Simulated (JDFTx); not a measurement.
Runs of JDFTx 1.7.0 (patched build) on SiC (Moissanite). The structure is hexagonal, space group P6_3mc (No. 186). Conventional cell: a = 3.076 Å, b = 3.076 Å, c = 5.048 Å, α = 90.00°, β = 90.00°, γ = 120.00°. Si (site symmetry 3m) is surrounded by 4 C at 1.87 to 1.94 Å. C (site symmetry 3m) has 4 Si at 1.87 to 1.94 Å as nearest neighbours. 

| task | level | potentials or basis | cell | k mesh | cutoff (eV) | local potential set to -Z/r beyond | further solve for the empty bands | gap on the mesh (eV) | pressure (GPa) | largest force (eV/Å) |
| --- | --- | --- | --- | --- | --- | --- | --- | --- | --- | --- |
| single point | r2SCAN | SG15-PBE-1.2 | as given | 10 × 10 × 5 | 1088 | - | yes | 2.88 | (c) | 0.78 |
| relaxation of cell and atoms | r2SCAN | SG15-PBE-1.2 | relaxed | 6 × 6 × 3 | 1088 | - | no | (b) | 0.0 | - |
| single point | PBEsol | PseudoDojo-SR-PBEsol-0.4.1-standard with smoothed tails | as given | 10 × 10 × 5 | 1116 | 6 bohr | yes | 2.33 | 0.3 | (a) |
| single point | LDA | PseudoDojo-SR-LDA-0.4.1-standard | as given | 10 × 10 × 5 | 1116 | - | yes | 2.38 | -4.5 | 0.73 |

Alike in all rows: no spin polarisation; smearing fermi-dirac 0.05 eV.

Problem. Fill in the values left out.

Solution. (a) 0.76; (b) 2.69; (c) 1.6.

Caveats: an odd mesh through Γ misses points on the zone boundary, where band edges often lie; meta-GGA forces are noisy on this grid (some runs); the potentials were made for another functional, which shifts forces and pressure (some runs); the empty levels aren't tightly converged (some runs).

Runs at the PBE level aren't shown here.
